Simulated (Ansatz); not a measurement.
# HfN (Fm-3m) in Ansatz: a series of runs

One crystal, HfN, is run at these levels: PBE, PBEsol+D4; tasks: single point, relaxation of cell and atoms.

Everything below comes from runs of Ansatz 0.2.0. Logs are shortened: lines on timing, memory, paths and dates and some standing lists are left out, and cuts for length are marked.

**1. The crystal as given**

It takes space group Fm-3m (No. 225, cubic). The conventional cell has a = 4.512 Å, b = 4.512 Å, c = 4.512 Å, α = 90.00°, β = 90.00°, γ = 90.00°. Around Hf (site symmetry m-3m) lie 6 N at 2.26 Å. Around N (site symmetry m-3m) lie 6 Hf at 2.26 Å.

**2. Single point, PBE**

The input, input.yaml:

```yaml
crystal:
  lattice:
    - [0.0, 2.256, 2.256]
    - [2.256, 0.0, 2.256]
    - [2.256, 2.256, 0.0]
  atoms:
    - { symbol: Hf, position: [0.0, 0.0, 0.0] }
    - { symbol: "N", position: [0.5, 0.5, 0.5] }
kpoints:
  mp_grid: { grid: [10, 10, 10] }
scf:
  occupations: { method: gaussian, width: 0.028 }
hamiltonian:
  xc: pbe
  pseudopotentials: { kind: all_electron, lapw: { basis_error: 0.001 } }
output:
  forces: true
  stress: true
  eigenvalues: true
```

Potentials or basis: all-electron LAPW, scalar-relativistic.

On the command line:

```bash
$ ansatz run input.yaml --threads 1 --pin off --max-ram 3072MiB --backend cpu --events-out ev --progress --plain --runs-dir out
```

What it wrote:

```text
Warning: RAYON_NUM_THREADS=1 ignored (pool sized by the plan → 1); use --threads N
LAPW: plane waves up to 9.495 Å⁻¹, error target 1.0e-3 eV per atom; small_component_spin mean_spin; N in spheres of 0.953 Å, 7 of its electrons in bands, Dirac shells []; Hf in spheres of 1.303 Å, 42 of its electrons in bands, Dirac shells [] (how accurate: hamiltonian.pseudopotentials.lapw.basis_error, Limitations)
Engine: ansatz 0.2.0, aarch64-unknown-linux-gnu
Pseudopotentials: kind: all_electron
Pseudopotential: Hf, LAPW, valence charge 42, lapw/all_electron/scalar/gaussian/Hf, Koelling and Harmon's equation, gaussian nucleus
Pseudopotential: N, LAPW, valence charge 7, lapw/all_electron/scalar/gaussian/N, Koelling and Harmon's equation, gaussian nucleus
Functional definition: PBE
  parameter kappa = 0.804
  parameter beta = 0.06672455060314922
  exchange = pbe_x(kappa = kappa, mu = beta*pi^2/3)
  correlation = pbe_c(beta = beta)
Crystal: 2 atoms, lattice volume = 22.964 Å³
Basis set: ecut = 343.5230470012241 eV, 331 PW (Γ), exchange–correlation at level 2
Bands: 30, of which v1, the nominal top of the filled ones, is band 25 counted from 1 (24 counted from 0)
Symmetry: 48 space group operations
Space group: Fm-3m (ITA 225), of the structure as read, at distance tolerance 2.8e-5 Å
k-points: 47 of 1000
Non-local potential: Hf, projectors of the file, none
Non-local potential: N, projectors of the file, none
Initial density: superposition of atomic densities (chi_scale 0.1, normalization cell, long waves kept (reshape's long-wave potential 0.00 eV rms))
Initial wavefunctions: plane waves of lowest kinetic energy (no species holds an atomic orbital)
Functional: x = pbe(κ = 0.804, μ = 0.2195149727645171), c = pbe(β = 0.06672455060314922)
iter 1 solved again at ethr=9.48e-3 eV; its pass at ethr=1.00e-1 eV (dr2=4.64e0 eV) is discarded
SCF iter   1: F=—  HF=-411745.641058 eV  |F-HF|=—  |Δ(HF+E_count)|=         —  Δρ=1.25e-1  dr2=4.64e0  ethr=9.48e-3  ⟨swp⟩=2.0  Hψ=8756  notcnv=0
preconditioner: auto → none  [insulator: Δε(μ)=0.177 eV  Ē_g=19.227 eV  σ=0.028 eV  W_gap=0.59  n_scr=14 (ndim 8)  ℏωp=41.7 eV  f_vac=0.000  D(μ)=0.48/eV (n_scr^D=0)  ε∞_Penn≈5.7]
SCF iter   2: F=—  HF=-411744.711969 eV  |F-HF|=—  |Δ(HF+E_count)|=   9.29e-1  Δρ=7.60e-2  dr2=1.48e0  ethr=9.47e-3  ⟨swp⟩=3.0  Hψ=4230  notcnv=0
iter 3 solved again at ethr=1.26e-4 eV; its pass at ethr=3.01e-3 eV (dr2=6.16e-2 eV) is discarded
SCF iter   3: F=—  HF=-411743.694451 eV  |F-HF|=—  |Δ(HF+E_count)|=    1.02e0  Δρ=1.49e-2  dr2=6.17e-2  ethr=1.26e-4  ⟨swp⟩=2.0  Hψ=7246  notcnv=0
SCF iter   4: F=—  HF=-411743.692312 eV  |F-HF|=—  |Δ(HF+E_count)|=         —  Δρ=1.40e-3  dr2=3.25e-4  ethr=1.26e-4  ⟨swp⟩=2.0  Hψ=4460  notcnv=0
the basis was enlarged: its passes take 332.7 KiB over the memory plan, 1 of 1 planned eigensolver slots
SCF iter   5: F=—  HF=-411743.683355 eV  |F-HF|=—  |Δ(HF+E_count)|=   8.96e-3  Δρ=3.19e-3  dr2=3.13e-3  ethr=6.63e-7  ⟨swp⟩=3.0  Hψ=4683  notcnv=0
SCF iter   6: F=—  HF=-411743.682031 eV  |F-HF|=—  |Δ(HF+E_count)|=   1.32e-3  Δρ=2.51e-4  dr2=1.64e-5  ethr=6.63e-7  ⟨swp⟩=3.0  Hψ=4377  notcnv=0
SCF iter   7: F=—  HF=-411743.682032 eV  |F-HF|=—  |Δ(HF+E_count)|=   1.46e-6  Δρ=2.85e-5  dr2=5.57e-8  ethr=3.34e-8  ⟨swp⟩=2.0  Hψ=4209  notcnv=0
SCF iter   8: F=-411743.682032 eV  HF=-411743.682032 eV  |F-HF|=1.80e-9  |Δ(HF+E_count)|=   2.35e-7  Δρ=3.01e-6  dr2=7.23e-10  ethr=1.14e-10  ⟨swp⟩=3.0  Hψ=4428  notcnv=0
SCF 1 converged in 8 iterations: F = -411743.682032 eV  dr2 = 7.23e-10
SCF converged after 8 iterations
Free energy (F): -411743.682032 eV
Harris-Foulkes:  -411743.682032 eV  (|F-HF|=1.80e-9)
Internal energy: -411743.681822 eV  (E = F + TS)
E sigma→0 (E₀):  -411743.681927 eV
Entropy (-TS):   -0.000210 eV (-0.105 meV/atom)
Fermi energy:    24.389328 eV
--- Per-component energies (eV) ---
  E_band       = -4386.479278
  E_kinetic    = 457970.528280
  E_xc         = -8605.577234
  E_electrostatic = -861108.632867  (all electrons and nuclei)
  E_smearing   = -0.000210  (= −TS)
  E_closure    = 0.000000  (closes the sum)
  E_atoms      = -411724.663545  (free atoms, spherical and without spin; not in F)
  Σ components = -411743.682032   (vs F -411743.682032, Δ=0.00e0)
  Basis errors (estimates in eV, not in F): energy 3.3e-4 per atom: plane waves 2.9e-4 (1.6e-4 summed), levels above the bands 0.0e0, relativity 6.7e-8, radial functions 3.9e-5, core shells 4.9e-7; eigenvalues (radial functions only) 5.6e-6; not estimated: angular momenta, meshes, grids; target (lapw.basis_error) 1.0e-3; muffin-tin radii N 0.953 Å, Hf 1.303 Å
--- Forces (eV/Å), atoms counted from 1 ---
  atom   1  Hf    -0.00000000     0.00000000    -0.00000000
  atom   2  N      0.00000000    -0.00000000     0.00000000
  max |Σ_I F_I| component: 7.23e-31 eV/Å
--- Stress (GPa, compression-positive) ---
        6.656316       0.000000       0.000000
        0.000000       6.656316      -0.000000
        0.000000      -0.000000       6.656316
  P = ⅓ Tr σ = 6.6563 GPa (66.563 kbar)
--- Band table (eV; the first three rows and the last of 47) ---
  k-point 0: bands = ["-353.4349", "-349.8404", "-349.8404", "-349.8404", "-177.7081", "-177.7081", "-177.7054", "-177.7054", "-177.7054", "-38.3777", "-6.7792", "-6.7792", "-6.7792", "6.7912", "11.6791", "11.6791", "11.6791", "11.7121", "11.8133", "11.8133", "11.8133", "21.3953", "21.3953", "21.3953", "23.9756", "23.9756", "23.9756", "26.1417", "26.3064", "26.3064"]
  k-point 1: bands = ["-353.4349", "-349.8404", "-349.8404", "-349.8404", "-177.7081", "-177.7081", "-177.7054", "-177.7054", "-177.7054", "-38.3717", "-6.8813", "-6.7876", "-6.7876", "7.0155", "11.6817", "11.6876", "11.6876", "11.7172", "11.8062", "11.8062", "11.8136", "20.4636", "20.8327", "20.8327", "24.2202", "24.3081", "24.3081", "26.8412", "27.0506", "27.0506"]
  k-point 2: bands = ["-353.4349", "-349.8404", "-349.8404", "-349.8404", "-177.7081", "-177.7081", "-177.7054", "-177.7054", "-177.7054", "-38.3562", "-7.1385", "-6.8097", "-6.8097", "7.6131", "11.6966", "11.7106", "11.7106", "11.7319", "11.7887", "11.7887", "11.8144", "18.7820", "19.8062", "19.8062", "24.6237", "25.1321", "25.1321", "28.2855", "28.7215", "28.7215"]
  k-point 46: bands = ["-353.4349", "-349.8404", "-349.8404", "-349.8404", "-177.7081", "-177.7081", "-177.7054", "-177.7054", "-177.7054", "-38.2947", "-7.4191", "-7.2670", "-7.1277", "8.3861", "11.7308", "11.7399", "11.7443", "11.7661", "11.7679", "11.7908", "11.8242", "18.3921", "18.8011", "18.9588", "24.3167", "26.6652", "29.7579", "29.9036", "30.6590", "34.3362"]
```

It took 13 s on 1 thread of Arm Neoverse V1, shared host; peak memory 0.33 GiB.

Results:

```
Free energy            : -411743.6820 eV
Pressure               : 6.7 GPa
Band gap on the k mesh : none (metal or under the smearing width)
```

The run has no spin-orbit coupling, so splittings on Hf are missing.

**3. Relaxation of cell and atoms, PBEsol+D4**

input.yaml, as its differences from that of step 2:

```diff
@@ -11,5 +11,6 @@
 scf:
-  occupations: { method: gaussian, width: 0.028 }
+  occupations: { method: fermi_dirac, width: 0.05 }
 hamiltonian:
-  xc: pbe
+  xc: pbesol
+  dispersion: d4
   pseudopotentials: { kind: all_electron, lapw: { basis_error: 0.001 } }
@@ -18,2 +19,5 @@
   stress: true
-  eigenvalues: true
+relax:
+  f_tol: 0.02
+  max_steps: 60
+  cell: {}
```

Potentials or basis: all-electron LAPW, scalar-relativistic.

On the command line:

```bash
$ ansatz run input.yaml --threads 1 --pin off --max-ram 3072MiB --backend cpu --events-out ev --progress --plain --runs-dir out
```

Run time: 46 s. Hardware: 1 thread of Arm Neoverse V1, shared host; peak memory 0.35 GiB.

Results (log left out):

* Free energy: -411615.6166 eV
* Relaxed volume: 11.30 Å³/atom
* Relaxed cell: a = 3.173 Å, b = 3.173 Å, c = 3.173 Å, α = 60.00°, β = 60.00°, γ = 60.00°
* Space group after relaxing (to 0.05 Å): Fm-3m (No. 225)
* Energy gained by relaxing: 2.6 meV/atom
* Ionic steps: 5
* Pressure after relaxing: 0.0 GPa

Step by step:
```tsv
step	energy change (eV)	largest force (eV/Å)	volume (Å³)
1	0.0000	0.0000	22.96
2	-0.0039	0.0000	22.41
3	-0.0052	0.0000	22.60
4	-0.0052	0.0000	22.60
5	-0.0052	0.0000	22.60
```

Final structure:
```
Hf N
1.0
     0.00000    2.24389    2.24389
     2.24389    0.00000    2.24389
     2.24389    2.24389    0.00000
Hf N
1 1
Cartesian
  0.0000 0.0000 0.0000
  2.2439 2.2439 2.2439
```
